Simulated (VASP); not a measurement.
# MgO: O into a neighbouring O vacancy, part 2 of 2

Wanted: the minimum-energy path in MgO for this move: O into a neighbouring O vacancy. The start is a computed cell from the Materials Project.

VASP 6.6.1; PBEsol; plane waves and PAW (Mg, O).

So far. Step 3 (Relax the start): The run ended after 9 ionic steps, 2.471 eV below its first step, once the forces on the free atoms met EDIFFG = -0.05. Step 4 (Relax the end): The run ended after 9 ionic steps, 2.576 eV below its first step, once the forces on the free atoms met EDIFFG = -0.05.

### 5. Nudged elastic band

Images on a straight line between the ends relax across the path, while springs keep them spaced along it.

This cell carries charge +2, set by NELECT and balanced by a uniform background.

INCAR reads:

```
SYSTEM = Mg27O26
PREC = Normal
ENCUT = 400
EDIFF = 1E-05
NELM = 120
ISMEAR = 0
SIGMA = 0.05
LREAL = Auto
ALGO = Fast
GGA = PS
NELECT = 208
NBANDS = 144
LWAVE = .FALSE.
LCHARG = .FALSE.
NCORE = 2
LASPH = .TRUE.
IMAGES = 3
SPRING = -5
IBRION = 1
POTIM = 0.3
NSW = 50
EDIFFG = -0.05
ISYM = 0
ISIF = 0
```

POSCAR reads:

```
Mg27O26
1.0
    0.0000000000      6.3167374278      6.3167374278
    6.3167374278      0.0000000000      6.3167374278
    6.3167374278      6.3167374278      0.0000000000
Mg O
27 26
Direct
    0.9993119968      0.9994149881      0.0003359133
    0.9856601034      0.9851834210      0.3475244062
    0.9991624787      0.9993174995      0.6677911304
    0.9846008373      0.3473569339      0.9864154867
    0.9844203050      0.3476570842      0.3482787174
    0.9979059086      0.3340530698      0.6673254760
    0.9991241604      0.6671408717      0.0000566178
    0.9985664441      0.6664890048      0.3343079442
    0.9983926273      0.6661807787      0.6666170176
    0.3478908023      0.9850896618      0.9861441095
    0.3465305990      0.9858704578      0.3485837228
    0.3336491553      0.9990255577      0.6675220245
    0.3465613159      0.3475222702      0.9860413531
    0.3322548048      0.3336796501      0.3340188983
    0.3327546403      0.3332830842      0.6667179460
    0.3342230413      0.6664062664      0.9991784043
    0.3334801679      0.6656778493      0.3339432634
    0.3337565904      0.6665875910      0.6672053114
    0.6665915734      0.9993779456      0.0002522730
    0.6658250312      0.9989320579      0.3346797880
    0.6666721837      0.9983862932      0.6667300029
    0.6656014482      0.3339827049      0.9994460797
    0.6651278057      0.3328289136      0.3344744523
    0.6659072259      0.3340274828      0.6673308190
    0.6665399496      0.6658365885      0.9995320394
    0.6658589931      0.6667144904      0.3349864714
    0.6660567245      0.6666248873      0.6669208666
    0.1652260719      0.1669734215      0.4943790229
    0.1660927828      0.1661695030      0.8409859242
    0.1655780425      0.4937022397      0.1669785512
    0.1650539770      0.5000755523      0.5007458526
    0.1657411662      0.4930806364      0.8404501773
    0.1668577012      0.8391987614      0.1667877077
    0.1662916393      0.8396361579      0.4937471171
    0.1671605376      0.8329302228      0.8333937746
    0.4918032141      0.1668024380      0.1671921458
    0.4992604782      0.1655091739      0.5009017643
    0.4933409834      0.1662360703      0.8399294311
    0.4998963239      0.4996546125      0.1663399037
    0.4996584079      0.4999692934      0.5011103724
    0.5017416997      0.5023880280      0.8312393921
    0.4931746229      0.8395372265      0.1673326224
    0.5017714951      0.8308703670      0.5033512867
    0.5027463706      0.8301959618      0.8310557763
    0.8390363017      0.1662041926      0.1671685561
    0.8392887640      0.1660272521      0.4938908804
    0.8321919360      0.1670543410      0.8337135456
    0.8388499935      0.4931135851      0.1674217674
    0.8296738202      0.5026697652      0.5032254773
    0.8299369451      0.5021076886      0.8310516858
    0.8322527972      0.8330260064      0.1678243597
    0.8303931906      0.8304908770      0.5023790031
    0.8329050876      0.8321692986      0.8331943921
```

KPOINTS reads:

```
Automatic mesh
0
Gamma
2 2 2
0 0 0
```

00/POSCAR reads:

```
Mg27O26
1.0
    0.0000000000      6.3167374278      6.3167374278
    6.3167374278      0.0000000000      6.3167374278
    6.3167374278      6.3167374278      0.0000000000
Mg O
27 26
Direct
    0.9993119968      0.9994149881      0.0003359133
    0.9856601034      0.9851834210      0.3475244062
    0.9991624787      0.9993174995      0.6677911304
    0.9846008373      0.3473569339      0.9864154867
    0.9844203050      0.3476570842      0.3482787174
    0.9979059086      0.3340530698      0.6673254760
    0.9991241604      0.6671408717      0.0000566178
    0.9985664441      0.6664890048      0.3343079442
    0.9983926273      0.6661807787      0.6666170176
    0.3478908023      0.9850896618      0.9861441095
    0.3465305990      0.9858704578      0.3485837228
    0.3336491553      0.9990255577      0.6675220245
    0.3465613159      0.3475222702      0.9860413531
    0.3322548048      0.3336796501      0.3340188983
    0.3327546403      0.3332830842      0.6667179460
    0.3342230413      0.6664062664      0.9991784043
    0.3334801679      0.6656778493      0.3339432634
    0.3337565904      0.6665875910      0.6672053114
    0.6665915734      0.9993779456      0.0002522730
    0.6658250312      0.9989320579      0.3346797880
    0.6666721837      0.9983862932      0.6667300029
    0.6656014482      0.3339827049      0.9994460797
    0.6651278057      0.3328289136      0.3344744523
    0.6659072259      0.3340274828      0.6673308190
    0.6665399496      0.6658365885      0.9995320394
    0.6658589931      0.6667144904      0.3349864714
    0.6660567245      0.6666248873      0.6669208666
    0.1652260719      0.1669734215      0.4943790229
    0.1660927828      0.1661695030      0.8409859242
    0.1655780425      0.4937022397      0.1669785512
    0.1650539770      0.5000755523      0.5007458526
    0.1657411662      0.4930806364      0.8404501773
    0.1668577012      0.8391987614      0.1667877077
    0.1662916393      0.8396361579      0.4937471171
    0.1671605376      0.8329302228      0.8333937746
    0.4918032141      0.1668024380      0.1671921458
    0.4992604782      0.1655091739      0.5009017643
    0.4933409834      0.1662360703      0.8399294311
    0.4998963239      0.4996546125      0.1663399037
    0.4996584079      0.4999692934      0.5011103724
    0.5017416997      0.5023880280      0.8312393921
    0.4931746229      0.8395372265      0.1673326224
    0.5017714951      0.8308703670      0.5033512867
    0.5027463706      0.8301959618      0.8310557763
    0.8390363017      0.1662041926      0.1671685561
    0.8392887640      0.1660272521      0.4938908804
    0.8321919360      0.1670543410      0.8337135456
    0.8388499935      0.4931135851      0.1674217674
    0.8296738202      0.5026697652      0.5032254773
    0.8299369451      0.5021076886      0.8310516858
    0.8322527972      0.8330260064      0.1678243597
    0.8303931906      0.8304908770      0.5023790031
    0.8329050876      0.8321692986      0.8331943921
```

01/POSCAR reads:

```
Mg27O26
1.0
    0.0000000000      6.3167374278      6.3167374278
    6.3167374278      0.0000000000      6.3167374278
    6.3167374278      6.3167374278      0.0000000000
Mg O
27 26
Direct
    0.9992863098      0.9994496913      0.0005728215
    0.9889892936      0.9888922572      0.3440236164
    0.9955511688      0.9958800858      0.6712775699
    0.9880974106      0.3440728847      0.9898922205
    0.9846576106      0.3475757712      0.3409798900
    0.9946704213      0.3374039022      0.6709093852
    0.9989192070      0.6669434430      0.0001765707
    0.9986163257      0.6666154592      0.3342029746
    0.9980567404      0.6663769167      0.6671911218
    0.3444273057      0.9882811020      0.9896657432
    0.3466817621      0.9858931712      0.3411929169
    0.3369603306      0.9957070510      0.6708792044
    0.3433345430      0.3438313327      0.9893446812
    0.3358990068      0.3372916154      0.3303162310
    0.3327196247      0.3333559048      0.6668671038
    0.3340396238      0.6663585967      0.9994781938
    0.3332519730      0.6660225602      0.3338452312
    0.3334764339      0.6664752767      0.6672211943
    0.6665067023      0.9990319118      0.0003365937
    0.6660255633      0.9991699640      0.3343305082
    0.6664404045      0.9985087486      0.6669962284
    0.6657282337      0.3340203451      0.9997197391
    0.6652519985      0.3333297963      0.3339981944
    0.6658626320      0.3337304985      0.6673258446
    0.6662635509      0.6659711603      0.9998628662
    0.6658443277      0.6665947019      0.3344884402
    0.6659907250      0.6665173764      0.6672453228
    0.1655307157      0.1668348756      0.4140476522
    0.1661219775      0.1662376288      0.8375257394
    0.1657408869      0.4935494160      0.1685826962
    0.1651244917      0.4984952936      0.5007633543
    0.1655433054      0.4948933205      0.8388552422
    0.1667583714      0.8375940904      0.1668522841
    0.1660819338      0.8398125426      0.4954447432
    0.1668535492      0.8346017928      0.8318751290
    0.4921780052      0.1667628249      0.1686881393
    0.4975764935      0.1658950331      0.5006873457
    0.4949891242      0.1658940502      0.8384180256
    0.5002641649      0.5004918272      0.1659201197
    0.4995566604      0.5000210400      0.5008070328
    0.5012850257      0.5016883416      0.8319084545
    0.4952996590      0.8372369284      0.1666960966
    0.4994854271      0.8331387785      0.5025546686
    0.5025151148      0.8301829546      0.8323267033
    0.8373833306      0.1665842285      0.1670837898
    0.8392820753      0.1661763936      0.4954821686
    0.8339878930      0.1668387373      0.8321659481
    0.8366404811      0.4954713202      0.1666842738
    0.8320943514      0.5002270692      0.5025322152
    0.8298672541      0.5022047552      0.8324802870
    0.8322779716      0.8329028447      0.1676272547
    0.8307476468      0.8311349766      0.5021512332
    0.8320697034      0.8317705079      0.8340560814
```

02/POSCAR reads:

```
Mg27O26
1.0
    0.0000000000      6.3167374278      6.3167374278
    6.3167374278      0.0000000000      6.3167374278
    6.3167374278      6.3167374278      0.0000000000
Mg O
27 26
Direct
    0.9992606228      0.9994843946      0.0008097298
    0.9923184838      0.9926010933      0.3405228266
    0.9919398588      0.9924426720      0.6747640094
    0.9915939839      0.3407888356      0.9933689542
    0.9848949162      0.3474944581      0.3336810627
    0.9914349340      0.3407547347      0.6744932943
    0.9987142536      0.6667460142      0.0002965236
    0.9986662072      0.6667419135      0.3340980049
    0.9977208534      0.6665730547      0.6677652261
    0.3409638092      0.9914725421      0.9931873770
    0.3468329252      0.9859158846      0.3338021110
    0.3402715060      0.9923885443      0.6742363842
    0.3401077702      0.3401403952      0.9926480093
    0.3395432089      0.3409035808      0.3266135638
    0.3326846090      0.3334287253      0.6670162616
    0.3338562063      0.6663109271      0.9997779833
    0.3330237780      0.6663672712      0.3337471990
    0.3331962774      0.6663629624      0.6672370772
    0.6664218312      0.9986858781      0.0004209144
    0.6662260954      0.9994078700      0.3339812283
    0.6662086252      0.9986312040      0.6672624539
    0.6658550192      0.3340579853      0.9999933984
    0.6653761914      0.3338306790      0.3335219364
    0.6658180382      0.3334335142      0.6673208702
    0.6659871522      0.6661057322      1.0001936930
    0.6658296624      0.6664749134      0.3339904090
    0.6659247255      0.6664098655      0.6675697790
    0.1658353595      0.1666963298      0.3337162816
    0.1661511722      0.1663057547      0.8340655545
    0.1659037312      0.4933965924      0.1701868413
    0.1651950064      0.4969150348      0.5007808560
    0.1653454445      0.4967060046      0.8372603071
    0.1666590416      0.8359894193      0.1669168604
    0.1658722284      0.8399889274      0.4971423692
    0.1665465608      0.8362733629      0.8303564834
    0.4925527962      0.1667232118      0.1701841328
    0.4958925088      0.1662808922      0.5004729270
    0.4966372650      0.1655520301      0.8369066200
    0.5006320058      0.5013290420      0.1655003358
    0.4994549128      0.5000727866      0.5005036931
    0.5008283518      0.5009886552      0.8325775170
    0.4974246952      0.8349366304      0.1660595708
    0.4971993592      0.8354071900      0.5017580506
    0.5022838589      0.8301699473      0.8335976304
    0.8357303596      0.1669642644      0.1669990236
    0.8392753866      0.1663255352      0.4970734568
    0.8357838500      0.1666231336      0.8306183506
    0.8344309687      0.4978290554      0.1659467802
    0.8345148825      0.4977843733      0.5018389531
    0.8297975631      0.5023018218      0.8339088882
    0.8323031460      0.8327796830      0.1674301497
    0.8311021030      0.8317790762      0.5019234632
    0.8312343192      0.8313717172      0.8349177708
```

03/POSCAR reads:

```
Mg27O26
1.0
    0.0000000000      6.3167374278      6.3167374278
    6.3167374278      0.0000000000      6.3167374278
    6.3167374278      6.3167374278      0.0000000000
Mg O
27 26
Direct
    0.9992349359      0.9995190978      0.0010466380
    0.9956476740      0.9963099294      0.3370220368
    0.9883285488      0.9890052583      0.6782504490
    0.9950905572      0.3375047864      0.9968456880
    0.9851322218      0.3474131450      0.3263822354
    0.9881994468      0.3441055672      0.6780772035
    0.9985093001      0.6665485854      0.0004164764
    0.9987160888      0.6668683679      0.3339930353
    0.9973849664      0.6667691927      0.6683393304
    0.3375003126      0.9946639822      0.9967090108
    0.3469840883      0.9859385981      0.3264113051
    0.3435826814      0.9890700376      0.6775935641
    0.3368809974      0.3364494578      0.9959513374
    0.3431874110      0.3445155461      0.3229108966
    0.3326495934      0.3335015459      0.6671654195
    0.3336727888      0.6662632574      1.0000777728
    0.3327955830      0.6667119822      0.3336491667
    0.3329161210      0.6662506482      0.6672529600
    0.6663369602      0.9983398444      0.0005052352
    0.6664266275      0.9996457760      0.3336319484
    0.6659768459      0.9987536594      0.6675286794
    0.6659818048      0.3340956256      1.0002670578
    0.6655003842      0.3343315617      0.3330456784
    0.6657734444      0.3331365298      0.6673158958
    0.6657107535      0.6662403040      1.0005245198
    0.6658149970      0.6663551250      0.3334923777
    0.6658587260      0.6663023546      0.6678942351
    0.1661400033      0.1665577840      0.2533849109
    0.1661803670      0.1663738806      0.8306053696
    0.1660665756      0.4932437687      0.1717909864
    0.1652655210      0.4953347761      0.5007983578
    0.1651475837      0.4985186887      0.8356653720
    0.1665597117      0.8343847482      0.1669814368
    0.1656625230      0.8401653121      0.4988399953
    0.1662395723      0.8379449329      0.8288378379
    0.4929275873      0.1666835988      0.1716801264
    0.4942085240      0.1666667514      0.5002585084
    0.4982854057      0.1652100099      0.8353952144
    0.5009998468      0.5021662568      0.1650805518
    0.4993531652      0.5001245331      0.5002003534
    0.5003716778      0.5002889688      0.8332465794
    0.4995497313      0.8326363324      0.1654230450
    0.4949132912      0.8376756015      0.5009614325
    0.5020526031      0.8301569400      0.8348685574
    0.8340773885      0.1673443002      0.1669142573
    0.8392686978      0.1664746768      0.4986647450
    0.8375798070      0.1664075299      0.8290707532
    0.8322214563      0.5001867905      0.1652092865
    0.8369354137      0.4953416774      0.5011456910
    0.8297278720      0.5023988884      0.8353374895
    0.8323283205      0.8326565212      0.1672330447
    0.8314565591      0.8324231757      0.5016956933
    0.8303989349      0.8309729266      0.8357794602
```

04/POSCAR reads:

```
Mg27O26
1.0
    0.0000000000      6.3167374278      6.3167374278
    6.3167374278      0.0000000000      6.3167374278
    6.3167374278      6.3167374278      0.0000000000
Mg O
27 26
Direct
    0.9992092489      0.9995538010      0.0012835462
    0.9989768642      1.0000187656      0.3335212470
    0.9847172389      0.9855678446      0.6817368885
    0.9985871305      0.3342207372      1.0003224218
    0.9853695274      0.3473318320      0.3190834080
    0.9849639595      0.3474563996      0.6816611127
    0.9983043467      0.6663511567      0.0005364293
    0.9987659704      0.6669948223      0.3338880657
    0.9970490795      0.6669653307      0.6689134346
    0.3340368160      0.9978554224      1.0002306445
    0.3471352514      0.9859613115      0.3190204992
    0.3468938567      0.9857515309      0.6809507440
    0.3336542245      0.3327585203      0.9992546655
    0.3468316130      0.3481275114      0.3192082293
    0.3326145778      0.3335743664      0.6673145773
    0.3334893713      0.6662155877      1.0003775623
    0.3325673881      0.6670566931      0.3335511345
    0.3326359645      0.6661383339      0.6672688429
    0.6662520891      0.9979938106      0.0005895559
    0.6666271596      0.9998836821      0.3332826686
    0.6657450667      0.9988761148      0.6677949049
    0.6661085903      0.3341332658      1.0005407172
    0.6656245771      0.3348324444      0.3325694205
    0.6657288505      0.3328395455      0.6673109214
    0.6654343548      0.6663748758      1.0008553466
    0.6658003317      0.6662353365      0.3329943465
    0.6657927265      0.6661948437      0.6682186913
    0.1664446471      0.1664192381      0.1730535402
    0.1662095617      0.1664420064      0.8271451848
    0.1662294200      0.4930909450      0.1733951314
    0.1653360357      0.4937545174      0.5008158595
    0.1649497228      0.5003313728      0.8340704369
    0.1664603819      0.8327800772      0.1670460131
    0.1654528175      0.8403416968      0.5005376214
    0.1659325839      0.8396165030      0.8273191923
    0.4933023784      0.1666439857      0.1731761199
    0.4925245393      0.1670526106      0.5000440897
    0.4999335465      0.1648679898      0.8338838089
    0.5013676878      0.5030034715      0.1646607678
    0.4992514177      0.5001762797      0.4998970138
    0.4999150038      0.4995892824      0.8339156418
    0.5016747674      0.8303360343      0.1647865192
    0.4926272232      0.8399440130      0.5001648144
    0.5018213472      0.8301439328      0.8361394844
    0.8324244175      0.1677243361      0.1668294910
    0.8392620091      0.1666238183      0.5002560332
    0.8393757640      0.1661919262      0.8275231557
    0.8300119439      0.5025445256      0.1644717929
    0.8393559449      0.4928989814      0.5004524289
    0.8296581810      0.5024959550      0.8367660907
    0.8323534949      0.8325333595      0.1670359397
    0.8318110153      0.8330672753      0.5014679234
    0.8295635507      0.8305741359      0.8366411495
```

PAW data sets: Mg and O (PBE family, release 64).

Started as:

```bash
$ mpirun -np 6 vasp_std
```

It took 11 min on 6 MPI ranks of AMD EPYC 9R45, shared host; peak memory 1.8 GiB.

The path, image by image:

| image | path (A) | energy (eV) | O28: x, y, z (Å) |
| --- | --- | --- | --- |
| 0 | 0.000 | 0.0000 | 4.178, 4.167, 2.098 |
| 1 | 0.846 | 0.9685 | 3.701, 3.700, 2.100 |
| 2 | 1.689 | 2.1367 | 3.159, 3.157, 2.100 |
| 3 | 2.531 | 0.9663 | 2.617, 2.613, 2.098 |
| 4 | 3.377 | 0.0003 | 2.144, 2.145, 2.103 |

Numbers from this step:

- electronic cycles: 78
- path length (all atoms, rigid shifts included): 3.377 Å
- barrier: 2.137 eV
- barrier in the reverse direction: 2.136 eV
- barrier from a spline through the images: 2.137 eV
- reaction energy: 3.35e-4 eV

What the program prints for this run, and its count of cycles, belong to image 1; the force that counts for the threshold is the band's, across the path.

### 6. What came out

```json
{"hop": "O into a neighbouring O vacancy", "barrier": "2.14 eV", "barrier in the reverse direction": "2.14 eV", "barrier from a spline through the images": "2.14 eV", "reaction energy": "3.4e-4 eV", "path length (all atoms, rigid shifts included)": "3.38 Å"}
```

**Reading.** The barrier is 2.14 eV forwards and 2.14 eV backwards. With an attempt frequency of 10¹³ per second, taken as a typical value, this barrier gives about 10^-23 hops a second at 300 K. Both ends are alike and an image sits at the midpoint, which is the saddle if the path is symmetric. The band met its force threshold after 12 steps. Cell and mesh are small and were not tested. The band started on a straight line, so other routes may lie lower.

[Lines on the potential files, build, host, timing and source positions are cut from VASP's logs without a mark.]

[Logs are printed without paths, hosts, clocks, repeated set-up lines and the standing remarks that a program may print on its own settings, such as how far it seeks lower states.]

[Hosts, paths, dates, database ids (printed as entryN), source tags and the programs' standing remarks are cut or masked in the printed files.]

[Runs that stopped without an error message from VASP are left out.]
